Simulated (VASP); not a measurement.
Here is a VASP 6.6.1 calculation.

The input INCAR:

```
PREC     = Accurate       # precision mode
ENCUT    = 520            # plane-wave cutoff, eV
EDIFF    = 1E-7           # SCF threshold, eV
ISMEAR   = -1             # smearing method
SIGMA    = 0.05           # smearing width, eV
LREAL    = False          # projectors in reciprocal space
LASPH    = True           # aspherical terms in the spheres
NELM     = 100            # most SCF steps
ALGO     = Normal         # electronic algorithm
ISIF     = 2              # what is computed and relaxed
LWAVE    = False          # write WAVECAR
LCHARG   = True           # write CHGCAR
GGA      = PS             # functional
LELF     = True           # ELF
LVHAR    = True         
LVACPOTAV= True
```

KPOINTS

```
regular mesh
0
Gamma
  12 9 1
```

File POSCAR:

```
Cr
1.0
    2.8850000000      0.0000000000      0.0000000000
    0.0000000000      4.0800061274      0.0000000000
    0.0000000000      0.0000000000     26.1600122549
Cr
10
Direct
    0.0000000000      0.0000000000      0.3440365361
    0.5000000000      0.5000000000      0.3440365361
    0.5000000000      0.0000000000      0.4220182680
    0.0000000000      0.5000000000      0.4220182680
    0.0000000000      0.0000000000      0.5000000000
    0.5000000000      0.5000000000      0.5000000000
    0.5000000000      0.0000000000      0.5779817320
    0.0000000000      0.5000000000      0.5779817320
    0.0000000000      0.0000000000      0.6559634639
    0.5000000000      0.5000000000      0.6559634639
```

Potentials or basis: VASP PAW PBE potentials, release 64 (Cr_pv).

Run with:

```bash
$ cat potpaw_PBE.64/Cr_pv/POTCAR > POTCAR
$ mpirun -np 1 vasp_std > vasp.out
```

Question: Estimate the band gap on the k mesh.

Answer: None (metal or under the smearing width).

Question: Predict the largest force.

Answer: 1.116 eV/Å.

Forces in eV/Å, atoms in the order of the input:
```
Cr   0.000  0.000  1.116
Cr   0.000  0.000  1.116
Cr   0.000  0.000 -0.459
Cr   0.000  0.000 -0.459
Cr   0.000  0.000  0.000
Cr   0.000  0.000  0.000
Cr   0.000  0.000  0.459
Cr   0.000  0.000  0.459
Cr   0.000  0.000 -1.116
Cr   0.000  0.000 -1.116
```

Caveat: the PAW data sets were made with another functional, which shifts forces and pressure a little; the run has no spin polarisation, though such a crystal can be magnetic. Spin polarisation is off, so any magnetic state and its effect on volume and gap are missing.
